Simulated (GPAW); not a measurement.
Crystal: Ti3Pt.

```
Pt Ti
1.0
     5.03000    0.00000    0.00000
     0.00000    5.03000    0.00000
     0.00000    0.00000    5.03000
Pt Ti
2 6
Direct
  0.50000 0.50000 0.50000
  0.00000 0.00000 0.00000
  0.00000 0.50000 0.25000
  0.00000 0.50000 0.75000
  0.50000 0.25000 0.00000
  0.75000 0.00000 0.50000
  0.50000 0.75000 0.00000
  0.25000 0.00000 0.50000
```

| Property | Result |
| --- | --- |
| Program | GPAW 26.7.0 |
| Task | relaxation of cell and atoms |
| Functional | PBEsol |
| Dispersion | D3(BJ) |
| Potentials or basis | PAW data sets generated in the run's folder for this functional |
| Cutoff | 600 eV |
| Basis | pw |
| k mesh | 5 × 5 × 5 |
| Occupations | fermi-dirac, width 0.05 eV |
| Spin | no spin polarisation |

At the start: pressure -11.4 GPa; volume 15.91 Å³/atom.

Question: Where does the relaxation end?

Answer: Over 4 steps the energy falls by 35.8 meV/atom and the volume is 14.84 Å³/atom (-6.7 %); space group Pm-3n (No. 223, to 0.05 Å).

Step by step:
| step | energy change (eV) | largest force (eV/Å) | pressure (GPa) | volume (Å³) |
| --- | --- | --- | --- | --- |
| 1 | 0.0000 | 0.0000 | -11.42 | 127.26 |
| 2 | -0.0494 | 0.0000 | -10.56 | 126.49 |
| 3 | -0.2808 | 0.0000 | 1.01 | 118.07 |
| 4 | -0.2864 | 0.0000 | -0.07 | 118.74 |

Final structure:
```
Pt Ti
1.0
     4.91504    0.00000    0.00000
     0.00000    4.91504    0.00000
     0.00000    0.00000    4.91504
Pt Ti
2 6
Direct
  0.50000 0.50000 0.50000
  0.00000 0.00000 0.00000
  0.00000 0.50000 0.25000
  0.00000 0.50000 0.75000
  0.50000 0.25000 0.00000
  0.75000 0.00000 0.50000
  0.50000 0.75000 0.00000
  0.25000 0.00000 0.50000
```

Caveat: later steps reuse the first step's grids; pairwise dispersion overbinds metals, which lowers pressure and volume.
